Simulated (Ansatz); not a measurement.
# Ni (Nickel): the cost of one run

Computed with Ansatz 0.2.0 (DFT PBEsol, scalar-relativistic, unless a step's input says otherwise).

## 1. Starting point

It takes space group Fm-3m (No. 225, cubic). Conventional cell: a = 3.524 Å, b = 3.524 Å, c = 3.524 Å, α = 90.00°, β = 90.00°, γ = 90.00°. Ni (site symmetry m-3m) has 12 Ni at 2.49 Å as nearest neighbours.

Structure file:

```cif
data_structure
_symmetry_space_group_name_H-M 'P 1'
_symmetry_Int_Tables_number 1
_cell_length_a 2.4918
_cell_length_b 2.4918
_cell_length_c 2.4918
_cell_angle_alpha 60.000
_cell_angle_beta 60.000
_cell_angle_gamma 60.000
_cell_volume 10.94
loop_
_atom_site_label
_atom_site_type_symbol
_atom_site_fract_x
_atom_site_fract_y
_atom_site_fract_z
_atom_site_occupancy
Ni1 Ni 0.00000 0.00000 0.00000 1
```

The cell comes from a crystallographic database entry that wasn't checked; take it as a given geometry, which may be far from equilibrium.

## 2. Frozen-core PAW

Contents of input.yaml:

```yaml
crystal:
  lattice:
    - [0.0, 1.761935, 1.761935]
    - [1.761935, 0.0, 1.761935]
    - [1.761935, 1.761935, 0.0]
  atoms:
    - { symbol: Ni, position: [0.0, 0.0, 0.0], spin: 1.5 }
magnetization:
  spin_polarized: true
kpoints:
  mp_grid: { grid: [16, 16, 16] }
scf:
  occupations: { method: fermi_dirac, width: 0.05 }
hamiltonian:
  xc: pbesol
  pseudopotentials: { kind: paw }
output:
  forces: true
  stress: true
  efg: { contact_densities: true }
relax:
  f_tol: 0.005
  max_steps: 80
  cell: {}
```

Launch:

```bash
ansatz run input.yaml --threads 1 --pin off --max-ram 3072MiB --backend cpu --events-out ev --progress --plain --runs-dir out
```

**Question.** How long does this run take on 1 thread of Arm Neoverse V1, shared host?

About 22 s.
